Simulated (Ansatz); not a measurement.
**Nuclear-site quantities of AgCl as the cell is scaled**

```
CELL_PARAMETERS angstrom
3.43397 0.00000 0.00000
0.00000 3.43397 0.00000
0.00000 0.00000 3.43397
ATOMIC_POSITIONS crystal
Ag 0.00000 0.00000 0.00000
Cl 0.50000 0.50000 0.50000
```

Atoms are numbered in the order listed.

The conventional cell has a = 3.434 Å, b = 3.434 Å, c = 3.434 Å, α = 90.00°, β = 90.00°, γ = 90.00°. Ag (atom 1) has 8 Cl at 2.97 Å as nearest neighbours. Around Cl (atom 2) lie 8 Ag at 2.97 Å.

The cell is the one relaxed in the Materials Project (mp-726265), not relaxed further here; entries there can be hypothetical.

The calculation used Ansatz 0.2.0, DFT, PBE, all-electron PAW with datasets made for the crystal, scalar-relativistic.

The runs use a Γ-centred 9×9×9 k mesh, Fermi–Dirac smearing of 0.01 eV, cutoff 260 eV (chosen by the program for this cell), no spin polarisation.

The contact density is the mean electron density over the nuclear volume; its changes follow the s electrons' response to bonding and compression. Changes below are taken from the unscaled cell, where it is 948339 e/Å³ at Ag1, 24123.3 e/Å³ at Cl2.

```
V/V(cell)  P (GPa)  Δρ(0) Ag1 (e/Å³)  Δρ(0) Cl2 (e/Å³)
   0.9400      3.3                 ?              0.08
   0.9500      2.6              2.48              0.07
   0.9600      2.0              1.96              0.05
   0.9800      0.9                 ?              0.03
   0.9900      0.4              0.47              0.01
   1.0000     -0.1              0.00              0.00
   1.0100     -0.6             -0.46             -0.01
   1.0200     -1.0                 ?             -0.03
   1.0400     -1.8             -1.80             -0.06
   1.0500     -2.1             -2.22             -0.07
   1.0600     -2.4             -2.64             -0.08
```

(1) Give the missing entry: row "1.0200", column "Δρ(0) Ag1 (e/Å³)".

(2) Give the missing entry: row "0.9400", column "Δρ(0) Ag1 (e/Å³)".

(3) What belongs in the row "0.9800", column "Δρ(0) Ag1 (e/Å³)"?

The datasets are made afresh for each cell, so very small changes are uncertain.

Results:

(1) -0.92.

(2) 3.01.

(3) 0.96.
